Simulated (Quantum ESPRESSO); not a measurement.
A run of Quantum ESPRESSO 7.5 is set up as follows.

Contents of pw.in:

```
&CONTROL
  calculation = 'vc-relax'
  prefix = 'pwscf'
  outdir = './tmp'
  pseudo_dir = './pseudo'
  tprnfor = .true.
  tstress = .true.
  disk_io = 'low'
  nstep = 40
  forc_conv_thr = 0.0004
  etot_conv_thr = 1d-05
/
&SYSTEM
  ibrav = 0
  nat = 1
  ntyp = 1
  ecutwfc = 63
  ecutrho = 506
  nbnd = 15
  input_dft = 'pz'
  occupations = 'smearing'
  smearing = 'fd'
  degauss = 0.00367493
  nspin = 2
  starting_magnetization(1) = 0.1538
/
&ELECTRONS
  conv_thr = 2d-10
  electron_maxstep = 120
  mixing_beta = 0.3
/
&IONS
  ion_dynamics = 'bfgs'
/
&CELL
  cell_dynamics = 'bfgs'
  press = 50
  press_conv_thr = 0.3
/
ATOMIC_SPECIES
V     50.9415 v_pbe_v1.4.uspp.F.UPF
CELL_PARAMETERS bohr
  -2.8617067568    2.8617067568    2.8617067568
   2.8617067568   -2.8617067568    2.8617067568
   2.8617067568    2.8617067568   -2.8617067568
ATOMIC_POSITIONS bohr
V      0.0000000000    0.0000000000    0.0000000000
K_POINTS automatic
12 12 12 0 0 0
```

Potentials or basis: SSSP 1.3 efficiency PBE.

Command:

```sh
$ OMP_NUM_THREADS=1 pw.x -in pw.in > pw.out
```

(1) Predict the band gap on the k mesh.

(2) Estimate the relaxed cell.

(3) Estimate the relaxed volume.

(4) Estimate the space group after relaxing (to 0.05 Å).

Results:

(1) none (metal or under the smearing width).

(2) a = 2.514 Å, b = 2.514 Å, c = 2.514 Å, α = 109.47°, β = 109.47°, γ = 109.47°.

(3) 12.24 Å³/atom.

(4) Im-3m (No. 229).

Caveat: the potentials were made for another functional, which shifts forces and pressure.
